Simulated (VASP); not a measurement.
# TiSe2: the relaxed cell at several levels, part 2 of 2

Which functional gives the lattice of TiSe2 as experiment finds it, and is a dearer one worth its cost? The start is a cell from a database of measured crystal structures.

VASP 6.6.1, plane waves and PAW; the level of theory is named at each step.

Still holding for the runs below: This run has no spin polarisation, although Ti can carry a moment. The k-mesh is coarse for a metal.

So far. Step 2 (Relaxation with PBE): It ends with a largest force of 0.003 eV/Å and a pressure of 0.02 GPa. The volume lies +10.3 % from that of the database's start. The conventional cell has a = 3.539 and c = 6.611 Å.

**3. Relaxation with LDA**

This step: LDA, no spin polarisation; plane waves and PAW (Ti_sv, Se) (VASP 6.6.1).

LDA, the lowest rung, knows the local density alone.

The input, INCAR:

```
SYSTEM = TiSe2
PREC = Accurate
ENCUT = 520
EDIFF = 1E-06
NELM = 100
ISMEAR = -1
SIGMA = 0.05
LREAL = .FALSE.
ALGO = Normal
GGA = CA
NBANDS = 18
LASPH = .TRUE.
LORBIT = 11
LWAVE = .FALSE.
LCHARG = .FALSE.
KPAR = 2
IBRION = 2
NSW = 60
ISIF = 3
EDIFFG = -0.01
```

The input, POSCAR:

```
TiSe2
1.0
    3.5360000000      0.0000000000      0.0000000000
   -1.7680000000      3.0622658278      0.0000000000
    0.0000000000      0.0000000000      6.0040000000
Ti Se
1 2
Direct
    0.0000000000      0.0000000000      0.0000000000
    0.3333333333      0.6666666667      0.2552000000
    0.6666666667      0.3333333333      0.7448000000
```

The input, KPOINTS:

```
Automatic mesh
0
Gamma
7 7 4
0 0 0
```

The projector-augmented-wave data sets are Ti_sv and Se (PBE family, release 64).

Started as:

```
> mpirun -np 2 vasp_std
```

Output:

```text
[banner, memory and clock lines left out]
running    2 mpi-ranks, on    1 nodes
 distrk:  each k-point on    1 cores,    2 groups
 distr:  one band on    1 cores,    1 groups

 POSCAR found type information on POSCAR TiSe
 POSCAR found :  2 types and       3 ions
|                                                                             |
|               ----> ADVICE to this user running VASP <----                  |
|                                                                             |
|     You enforced a specific xc type in the INCAR file but a different       |
|     [... a line on the potential file left out ...]
|     I HOPE YOU KNOW WHAT YOU ARE DOING!                                     |
|                                                                             |

 LDA part: xc-table for (Slater(with rela. corr.)+CA(PZ))
 , standard interpolation
 POSCAR, INCAR and KPOINTS ok, starting setup
 FFT: planning ... GRIDC
 FFT: planning ... GRID_SOFT
 FFT: planning ... GRID
 WAVECAR not read
 entering main loop
       N       E                     dE             d eps       ncg     rms          rms(c)
DAV:   1     0.198045848360E+03    0.19805E+03   -0.11483E+04  1008   0.130E+03
DAV:   2    -0.351603071273E+01   -0.20156E+03   -0.19646E+03  1062   0.333E+02
DAV:   3    -0.227886816681E+02   -0.19273E+02   -0.18912E+02  1452   0.985E+01
DAV:   4    -0.235086063632E+02   -0.71992E+00   -0.71859E+00  1316   0.178E+01
DAV:   5    -0.235315515494E+02   -0.22945E-01   -0.22936E-01  1472   0.282E+00    0.126E+01
DAV:   6    -0.221648893249E+02    0.13667E+01   -0.35960E+01  1126   0.448E+01    0.117E+01
DAV:   7    -0.206855060756E+02    0.14794E+01   -0.25851E+01  1288   0.341E+01    0.508E+00
DAV:   8    -0.203725398664E+02    0.31297E+00   -0.28632E+00  1098   0.130E+01    0.178E+00
DAV:   9    -0.203368877398E+02    0.35652E-01   -0.20534E-01  1162   0.350E+00    0.635E-01
DAV:  10    -0.203342600660E+02    0.26277E-02   -0.32871E-02  1198   0.136E+00    0.248E-01
DAV:  11    -0.203345373895E+02   -0.27732E-03   -0.90725E-03  1238   0.632E-01    0.174E-01
DAV:  12    -0.203340228212E+02    0.51457E-03   -0.19827E-03  1246   0.295E-01    0.491E-02
DAV:  13    -0.203340108549E+02    0.11966E-04   -0.57768E-05  1336   0.510E-02    0.219E-02
DAV:  14    -0.203340054958E+02    0.53591E-05   -0.21729E-05  1258   0.291E-02    0.518E-03
DAV:  15    -0.203340053713E+02    0.12447E-06   -0.23074E-06   756   0.845E-03
   1 F= -.20334005E+02 E0= -.20329388E+02  d E =-.203340E+02
 curvature:   0.00 expect dE= 0.000E+00 dE for cont linesearch  0.000E+00
 trial: gam= 0.00000 g(F)=  0.465E-02 g(S)=  0.164E+00 ort = 0.000E+00 (trialstep = 0.100E+01)
 search vector abs. value=  0.169E+00
 bond charge predicted
       N       E                     dE             d eps       ncg     rms          rms(c)
DAV:   1    -0.220321480590E+02   -0.16981E+01   -0.37766E+01  1068   0.694E+01    0.110E+01
DAV:   2    -0.211124619935E+02    0.91969E+00   -0.13794E+01  1216   0.361E+01    0.557E+00
DAV:   3    -0.204991503907E+02    0.61331E+00   -0.76699E+00  1226   0.192E+01    0.349E+00
DAV:   4    -0.203137757417E+02    0.18537E+00   -0.13047E+00  1088   0.105E+01    0.986E-01
DAV:   5    -0.203320896976E+02   -0.18314E-01   -0.96536E-02  1280   0.249E+00    0.487E-01
DAV:   6    -0.203416350262E+02   -0.95453E-02   -0.11567E-02  1744   0.486E-01    0.349E-01
DAV:   7    -0.203463054760E+02   -0.46704E-02   -0.82712E-03  1258   0.594E-01    0.543E-02
DAV:   8    -0.203466888107E+02   -0.38333E-03   -0.31239E-03  1410   0.296E-01    0.782E-02
DAV:   9    -0.203467544725E+02   -0.65662E-04   -0.27739E-04  1184   0.131E-01    0.129E-02
DAV:  10    -0.203467614828E+02   -0.70103E-05   -0.23608E-05  1556   0.281E-02    0.136E-02
DAV:  11    -0.203467621554E+02   -0.67264E-06   -0.37521E-06  1130   0.185E-02
   2 F= -.20346762E+02 E0= -.20343286E+02  d E =-.127568E-01
[... from here on, the cycles between the ionic steps are left out ...]
   3 F= -.20381846E+02 E0= -.20377802E+02  d E =-.478402E-01
   4 F= -.20390480E+02 E0= -.20386566E+02  d E =-.863487E-02
   5 F= -.20393287E+02 E0= -.20389431E+02  d E =-.114412E-01
   6 F= -.20396569E+02 E0= -.20392793E+02  d E =-.328233E-02
   7 F= -.20402449E+02 E0= -.20398872E+02  d E =-.916210E-02
   8 F= -.20402737E+02 E0= -.20399200E+02  d E =-.945029E-02
   9 F= -.20402769E+02 E0= -.20399225E+02  d E =-.948197E-02
  10 F= -.20401219E+02 E0= -.20397552E+02  d E =0.155017E-02
 trial-energy change:    0.001550  1 .order    0.001505   -0.001569    0.004579
 step:   0.4708(harm=  0.4865)  dis= 0.00193  next Energy=   -20.402962 (dE=-0.193E-03)
 bond charge predicted
       N       E                     dE             d eps       ncg     rms          rms(c)
DAV:   1    -0.204105021947E+02   -0.92842E-02   -0.26137E-01  1310   0.537E+00    0.829E-01
DAV:   2    -0.204077537679E+02    0.27484E-02   -0.84595E-02  1114   0.273E+00    0.405E-01
DAV:   3    -0.204033512448E+02    0.44025E-02   -0.38087E-02  1176   0.136E+00    0.211E-01
DAV:   4    -0.204027915981E+02    0.55965E-03   -0.45334E-03  1286   0.594E-01    0.549E-02
DAV:   5    -0.204028842772E+02   -0.92679E-04   -0.34725E-04  1292   0.119E-01    0.372E-02
DAV:   6    -0.204029370048E+02   -0.52728E-04   -0.84507E-05  1712   0.404E-02    0.281E-02
DAV:   7    -0.204029586211E+02   -0.21616E-04   -0.46906E-05  1218   0.500E-02    0.668E-03
DAV:   8    -0.204029588077E+02   -0.18653E-06   -0.11803E-05  1220   0.230E-02    0.570E-03
DAV:   9    -0.204029591156E+02   -0.30795E-06   -0.12352E-06   802   0.948E-03
  11 F= -.20402959E+02 E0= -.20399386E+02  d E =-.190414E-03
 curvature:  -0.34 expect dE=-0.649E-07 dE for cont linesearch -0.527E-07
 trial: gam= 0.00000 g(F)=  0.108E-06 g(S)=  0.834E-07 ort =-0.134E-04 (trialstep = 0.162E+01)
 search vector abs. value=  0.192E-06
 reached required accuracy - stopping structural energy minimisation
```

It took 1.8 min on 2 MPI ranks of Intel Xeon Platinum 8259CL at 2.50GHz (Skylake/Cascade Lake), shared host; peak memory 0.36 GiB; 3.5 min of CPU time.

OUTCAR, selected parts (step 3):

```text
The static configuration has the point symmetry D_3d.

 Found     28 irreducible k-points:

   NELECT =      24.0000    total number of electrons

 E-fermi :   5.4247

 k-point     1 :       0.0000    0.0000    0.0000
  band No.  band energies     occupation
    ...
      5      -8.9444      2.00000
      6      -7.2056      2.00000
      7      -0.4281      2.00000
      8       3.1687      2.00000
      9       3.1687      2.00000
     10       5.9204      0.00010
     11       5.9686      0.00004
     12       5.9686      0.00004
     13       5.9968      0.00002
     14       6.1590      0.00000
    ...

 k-point     2 :       0.1429    0.0000    0.0000
  band No.  band energies     occupation
    ...
      7      -0.1093      2.00000
      8       2.6491      2.00000
      9       3.2286      2.00000
     10       4.2162      2.00000
     11       5.0842      1.99780
     12       5.5802      0.08540
     13       5.8935      0.00017
     14       6.6139      0.00000
     15       6.7857      0.00000
     16       8.6759      0.00000
    ...

  Total       -0.0014063     -0.0014063      0.0011080      0.0000000      0.0000000      0.0000000
  in kB       -0.0378686     -0.0378686      0.0298354      0.0000000      0.0000000      0.0000000
  external PRESSURE =      -0.0153006 kB  Pullay stress =       0.0000000 kB

  energy-cutoff  :      520.00
  volume of cell :       59.50
      direct lattice vectors                 reciprocal lattice vectors
     3.444527230 -0.000000000  0.000000000     0.290315603  0.167613792  0.000000000
    -1.722263615  2.983048085 -0.000000000     0.000000000  0.335227583  0.000000000
     0.000000000 -0.000000000  5.790734236    -0.000000000  0.000000000  0.172689673

 POSITION                                       TOTAL-FORCE (eV/Angst)
 -----------------------------------------------------------------------------------
      0.00000      0.00000      0.00000        -0.000000      0.000000      0.000000
     -0.00000      1.98870      1.53758        -0.000000      0.000000     -0.001058
      1.72226      0.99435      4.25316         0.000000     -0.000000      0.001058
 -----------------------------------------------------------------------------------
    total drift:                               -0.000000     -0.000000      0.000000

  FREE ENERGIE OF THE ION-ELECTRON SYSTEM (eV)
  ---------------------------------------------------
  free  energy   TOTEN  =       -20.4029591156 eV

  energy  without entropy=      -20.3958122923  energy(sigma->0) =      -20.39938570

 total charge
# of ion       s       p       d       tot
------------------------------------------
    1        2.188   6.178   1.931  10.297
    2        1.479   2.350   0.043   3.872
    3        1.479   2.350   0.043   3.872
--------------------------------------------------
tot          5.146  10.878   2.017  18.042

[... 8 parts as in an earlier step ...]

[... 5 further parts left out ...]
```

CONTCAR:

```
TiSe2
   1.00000000000000
     3.4445272295997080   -0.0000000000000000    0.0000000000000000
    -1.7222636147998540    2.9830480848773910   -0.0000000000000000
     0.0000000000000000   -0.0000000000000000    5.7907342356519225
  Ti              Se
     1     2
Direct
     0.0000000000000000    0.0000000000000000    0.0000000000000000
     0.3333333332999970    0.6666666667000030    0.2655237096115344
     0.6666666667000030    0.3333333332999970    0.7344762903884657
```

The bonds form layers, held to each other by dispersion, which LDA lacks; its overbinding stands in for it by accident. The PAW data sets were made with PBE, though LDA sets exist; this is a small mismatch.

The steps of the relaxation:

```
step  energy less that of the first step (eV)  largest force (eV/Å)  pressure (GPa)  volume (Å³)
   1                                   0.0000                0.2196           -4.51        65.01
   2                                  -0.0128                0.8361            4.29        59.44
   3                                  -0.0478                0.3201           -0.10        61.92
   4                                  -0.0565                0.1989           -0.16        61.43
   5                                  -0.0593                0.0848           -0.16        60.98
   6                                  -0.0626                0.0782           -0.10        60.65
   7                                  -0.0684                0.0515            0.19        59.66
   8                                  -0.0687                0.0376            0.33        59.31
   9                                  -0.0688                0.0408            0.32        59.38
  10                                  -0.0672                0.1259           -0.88        59.86
  11                                  -0.0690                0.0011            0.00        59.50
```

```
conventional cell, symmetrised  before  after  change
                         a (Å)   3.536  3.445  -2.6 %
                         b (Å)   3.536  3.445  -2.6 %
                         c (Å)   6.004  5.791  -3.6 %
              volume (Å³/atom)   21.67  19.83  -8.5 %
```

The atoms that moved most (Å, as changes of fractional coordinates times the final cell):

```
atom     dx     dy      dz  length
 Se2  0.000  0.000   0.060   0.060
 Se3  0.000  0.000  -0.060   0.060
```

Final coordinates:

```
Ti Se
1.0
     3.44453    0.00000    0.00000
    -1.72226    2.98305    0.00000
     0.00000    0.00000    5.79073
Ti Se
1 2
Direct
  0.00000 0.00000 0.00000
  0.33333 0.66667 0.26552
  0.66667 0.33333 0.73448
```

Numbers from this step:

```yaml
free_energy_toten: -20.40 eV
energy_at_zero_smearing: -20.40 eV
fermi_energy: 5.425 eV
pressure: -0.001530 GPa
scf_cycles_over_all_ionic_steps: 102
```

It ends at 19.83 Å³/atom, -8.5 % from the start, with 0.00 GPa left. The conventional cell has a = 3.445 and c = 5.791 Å.

**4. Relaxation with PBE + D3(BJ)**

This step: PBE with D3(BJ), no spin polarisation; plane waves and PAW (Ti_sv, Se) (VASP 6.6.1).

A dispersion term adds the long-range attraction that semilocal functionals lack. D3 with Becke-Johnson damping keeps a finite attraction at short range.

Changes to INCAR since step 3:

```diff
@@ -9,3 +9,4 @@
 ALGO = Normal
-GGA = CA
+GGA = PE
+IVDW = 12
 NBANDS = 18
```

POSCAR is that of step 3.

KPOINTS is that of step 3.

Started as:

```
> mpirun -np 2 vasp_std
```

Output:

```text
[... set-up lines as in an earlier step ...]
 entering main loop
       N       E                     dE             d eps       ncg     rms          rms(c)
[... 15 cycles as in an earlier step ...]
   1 F= -.19454669E+02 E0= -.19450128E+02  d E =-.194547E+02
[... from here on, the cycles between the ionic steps are left out ...]
   2 F= -.19465828E+02 E0= -.19461585E+02  d E =-.111590E-01
   3 F= -.19466256E+02 E0= -.19461967E+02  d E =-.115870E-01
   4 F= -.19472511E+02 E0= -.19468347E+02  d E =-.625486E-02
   5 F= -.19472815E+02 E0= -.19468670E+02  d E =-.655943E-02
   6 F= -.19474973E+02 E0= -.19470803E+02  d E =-.215768E-02
   7 F= -.19478957E+02 E0= -.19474738E+02  d E =-.614195E-02
   8 F= -.19479318E+02 E0= -.19475092E+02  d E =-.650291E-02
   9 F= -.19479325E+02 E0= -.19475099E+02  d E =-.650991E-02
  10 F= -.19478997E+02 E0= -.19474852E+02  d E =0.327898E-03
  11 F= -.19479417E+02 E0= -.19475216E+02  d E =-.921882E-04
  12 F= -.19479434E+02 E0= -.19475244E+02  d E =-.168017E-04
 trial-energy change:   -0.000017  1 .order   -0.000021   -0.000042    0.000001
 step:   1.5907(harm=  1.5907)  dis= 0.00086  next Energy=   -19.479438 (dE=-0.206E-04)
 reached required accuracy - stopping structural energy minimisation
```

The job ended after 2.1 min (2 MPI ranks; peak memory 0.43 GiB; 4.3 min of CPU time).

From OUTCAR (step 4):

```text
 Edisp (eV)   -1.35158

 Edisp (eV)   -1.35224

  Total      -0.00229    -0.00229    -0.00213     0.00000     0.00000     0.00000
  in kB      -0.05952    -0.05952    -0.05545     0.00000     0.00000     0.00000
  external pressure =       -0.06 kB  Pullay stress =        0.00 kB

 POSITION                                       TOTAL-FORCE (eV/Angst)
 -----------------------------------------------------------------------------------
     -1.74053      3.01469      5.86357         0.000000     -0.000000      0.000000
     -0.00000      2.00979      1.55382        -0.000000      0.000000     -0.000997
      1.74053      1.00490      4.30975         0.000000     -0.000000      0.000997
 -----------------------------------------------------------------------------------
    total drift:                               -0.000000      0.000000      0.000000

  FREE ENERGIE OF THE ION-ELECTRON SYSTEM (eV)
  ---------------------------------------------------
  free  energy   TOTEN  =       -19.4794339857 eV

  energy  without entropy=      -19.4710536058  energy(sigma->0) =      -19.47524380

[... 2 parts as in an earlier step ...]

[... 2 further parts left out ...]
[key lines of the parts left out:]
E-fermi :   5.3852
```

The steps of the relaxation:

```
step  energy less that of the first step (eV)  largest force (eV/Å)  pressure (GPa)  volume (Å³)
   1                                   0.0000                0.1125           -1.67        65.01
   2                                  -0.0112                0.3365            0.80        62.91
   3                                  -0.0116                0.2996            0.41        63.24
   4                                  -0.0178                0.1116           -0.01        62.91
   5                                  -0.0181                0.0599           -0.12        62.81
   6                                  -0.0203                0.0478           -0.17        62.60
   7                                  -0.0243                0.0068           -0.20        61.96
   8                                  -0.0246                0.0138           -0.20        61.68
   9                                  -0.0247                0.0110           -0.19        61.71
  10                                  -0.0243                0.0574            0.44        61.24
  11                                  -0.0247                0.0104            0.00        61.56
  12                                  -0.0248                0.0010           -0.01        61.53
```

```
conventional cell, symmetrised  before  after  change
                         a (Å)   3.536  3.481  -1.6 %
                         b (Å)   3.536  3.481  -1.6 %
                         c (Å)   6.004  5.864  -2.3 %
              volume (Å³/atom)   21.67  20.51  -5.4 %
```

The atoms that moved most (Å, as changes of fractional coordinates times the final cell):

```
atom     dx     dy      dz  length
 Se2  0.000  0.000   0.057   0.057
 Se3  0.000  0.000  -0.057   0.057
```

The relaxed structure:

```xyz
3
Lattice="3.4811 0.0000 0.0000 -1.7405 3.0147 0.0000 0.0000 0.0000 5.8636" Properties=species:S:1:pos:R:3 pbc="T T T"
Ti    0.0000    0.0000    0.0000
Se    0.0000    2.0098    1.5538
Se    1.7405    1.0049    4.3098
```

It ends at 20.51 Å³/atom, -5.4 % from the start, with -0.01 GPa left. The conventional cell has a = 3.481 and c = 5.864 Å. Against plain PBE, the dispersion term moves a by -1.6 % and c by -11.3 %.

**5. The cells as a table**

This step: relaxed cells at several levels; plane waves and PAW (VASP 6.6.1).

No new run; the numbers come from the runs before.

Lengths are those of the conventional cell; cost is the wall time of each run, as given at its step, times its ranks, without the set-up around it. Results by level, by row:

```
       level  volume (Å³/atom)  change from the start (%)  a (Å)  c (Å)  cost (core minutes)
         PBE             23.91                       10.3  3.539  6.611                 6.87
         LDA             19.83                       -8.5  3.445  5.791                 3.53
PBE + D3(BJ)             20.51                       -5.4  3.481  5.864                  4.3
```

**6. Outcome**

```
volume, PBE          : 23.91 Å³/atom
volume, LDA          : 19.83 Å³/atom
volume, PBE + D3(BJ) : 20.51 Å³/atom
```

**Reading.** For TiSe2 the levels give volumes between 19.83 Å³/atom (LDA) and 23.91 Å³/atom (PBE), a spread of 20.5 %, while the cost of the finished runs spans a factor of 1.9. No level comes within 1 % of experiment on every length. Thermal and zero-point expansion, often some tenths of a per cent in length, bear on this order: with the measured lengths lowered by an assumed 0.4 % the nearest is still PBE + D3(BJ). The costs hold the number of ionic steps as well as the price of the functional. Adding D3(BJ) to PBE changes the volume by -14.2 % (a by -1.6 % and c by -11.3 %). The bonds form layers, and the correction acts mostly on one axis: the spacing that dispersion holds. Within 0.02 Å all end in space group P-3m1; the runs can't lower the symmetry of the start. The k-sampling is coarse for a metal, so the Fermi level, pressures and the shape of the cell carry errors. Magnetism was not tested. Each is a single relaxation on the plane waves of the start cell, so larger changes of volume carry a basis-set error that was not tested here.

Computed beside measured:

| quantity | measured | PBE | LDA | PBE + D3(BJ) |
| --- | --- | --- | --- | --- |
| lattice constant a (Å) | 3.5395 | 3.539 (-0.0 %) | 3.445 (-2.7 %) | 3.481 (-1.7 %) |
| lattice constant c (Å) | 6.0082 | 6.611 (+10.0 %) | 5.791 (-3.6 %) | 5.864 (-2.4 %) |

Measured values from arxiv:1902.02046 (2019).

How well it matches: For the lattice constant a, of the levels listed nearest comes PBE (-0.0 %, good agreement) and farthest LDA (-2.7 %, a clear miss). For the lattice constant c, of the levels listed nearest comes PBE + D3(BJ) (-2.4 %, a clear miss) and farthest PBE (+10.0 %, a clear miss). The grades are ours: good and fair within 0.7 and 1.5 % for the lattice constant a and 0.8 and 2 % for the lattice constant c. Zero-point motion and thermal expansion (measured at up to 300 K) are not in the computed lattice constants.

[Lines on the potential files, build, host, timing and source positions are cut from VASP's logs without a mark.]

[Logs are printed without paths, hosts, clocks, repeated set-up lines and the standing remarks that a program may print on its own settings, such as how far it seeks lower states.]

[Hosts, paths, dates, database ids (printed as entryN), source tags and the programs' standing remarks are cut or masked in the printed files.]

[A measured line is paired with the nearest computed mode of its activity, which favours agreement.]

[In band tables of VASP the shares of atoms and orbitals are scaled to a sum of 1 inside the atoms' spheres.]
